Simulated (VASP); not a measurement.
Write the native input for VASP 6.6.1 that does the following.

- Task: relaxation of the atoms
- Functional: r2SCAN
- Dispersion: rVV10
- Potentials or basis: VASP PAW PBE potentials, release 64 (Ru_pv)
- Cutoff: 520 eV
- k mesh: 16 × 16 × 1
- Occupations: methfessel-paxton, width 0.1 eV
- Spin: no spin polarisation
- Dipole correction: yes
- Atoms held fixed (from 0): [0]
- Further INCAR settings: ALGO = Normal; EDIFF = 1e-06; IBRION = 2; EDIFFG = -0.02; NSW = 90

The structure of Ru lies in POSCAR:

```
Ru
1.0
    2.6997849600      0.0000000000      0.0000000000
   -1.3498924800      2.3380823200      0.0000000000
    0.0000000000      0.0000000000     27.2693498400
Ru
4
Selective dynamics
Direct
    0.3333330000      0.6666670000      0.3826853400  F F F
    0.6666670000      0.3333330000      0.4608951100  T T T
    0.3333330000      0.6666670000      0.5391048900  T T T
    0.6666670000      0.3333330000      0.6173146600  T T T
```

The cell was built by a generator and needn't be a form met in nature.

The input as run:

INCAR

```
PREC = Accurate
ENCUT = 520
EDIFF = 1E-6
ISMEAR = 1
SIGMA = 0.1
LREAL = False
LASPH = True
NELM = 120
ALGO = Normal
ISIF = 2
LWAVE = False
LCHARG = False
LDIPOL = True
IDIPOL = 3
DIPOL = 0.5 0.5 0.500
METAGGA = R2SCAN
LMIXTAU = True
LUSE_VDW = True
IVDW_NL = 2
BPARAM = 11.95
CPARAM = 0.0093
IBRION = 2
NSW = 90
EDIFFG = -0.02
KPAR = 2
```

KPOINTS

```
Automatic mesh
0
Gamma
  16 16 1
```

Potentials or basis: VASP PAW PBE potentials, release 64 (Ru_pv).

Command:

```console
$ cat potpaw_PBE.64/Ru_pv/POTCAR > POTCAR
$ mpirun -np 2 vasp_std > vasp.out
```

It gave:

| Property | Result |
| --- | --- |
| Energy gained by relaxing | 15.7 meV/atom |
| Ionic steps | 11 |
| Band gap on the k mesh | none (metal or under the smearing width) |

Wall time 110 min on 2 MPI ranks on Intel(R) Xeon(R) 6975P-C (Granite Rapids), with other jobs on the host, peak memory 0.68 GiB a rank.
